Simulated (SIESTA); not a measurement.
# Li2S under changes of volume

One of the cells (15.344 Å³/atom); the others are scaled copies at fixed shape and fractional positions:

```
CELL_PARAMETERS angstrom
0.00000 2.84450 2.84450
2.84450 0.00000 2.84450
2.84450 2.84450 0.00000
ATOMIC_POSITIONS crystal
S 0.00000 0.00000 0.00000
Li 0.75000 0.75000 0.75000
Li 0.25000 0.25000 0.25000
```

- Program: SIESTA 5.4.2
- Functional: PBEsol
- Potentials or basis: PseudoDojo 0.4 standard (PBEsol files)
- Basis: DZP (energy shift 0.003 Ry; two zetas on semicore shells)
- Grid cutoff: 800 Ry
- Energy shift: 0.003 Ry
- k mesh: 8 × 8 × 8
- Occupations: fermi-dirac, width 0.05 eV
- Spin: no spin polarisation

```csv
volume (Å³/atom),energy over the lowest point (meV/atom),pressure (GPa),gap on the mesh (eV)
14.423,?,?,?
14.730,4.85,2.2,3.25
15.037,1.57,1.2,3.27
15.344,0.01,0.4,3.29
15.650,0.00,-0.4,3.31
15.957,1.40,-1.1,3.33
16.264,4.11,-1.8,3.34
```

Question: What does the run at 14.423 Å³/atom give?

Answer: Energy over the lowest point 10.00 meV/atom; pressure 3.2 GPa; gap on the mesh 3.22 eV.

Worked out: A Birch-Murnaghan fit of order 3 (a polynomial in V^(-2/3)) to the other rows has its minimum at 15.50 Å³/atom with B0 = V·E''(V) = 39 GPa and B' = 3.7. It gives 10.00 meV/atom at 14.423 Å³/atom, against the run's 10.00, and -dE/dV = 3.2 GPa, against 3.2. A straight line through the other rows of the gap, of slope 0.938 eV per unit of ln V, extrapolates to 3.23 eV, against the run's 3.22.

Energies are extrapolated to zero smearing.

Caveats: the basis of atomic orbitals isn't converged, which shifts pressures, moduli and gaps.

A mesh can miss the band edges.
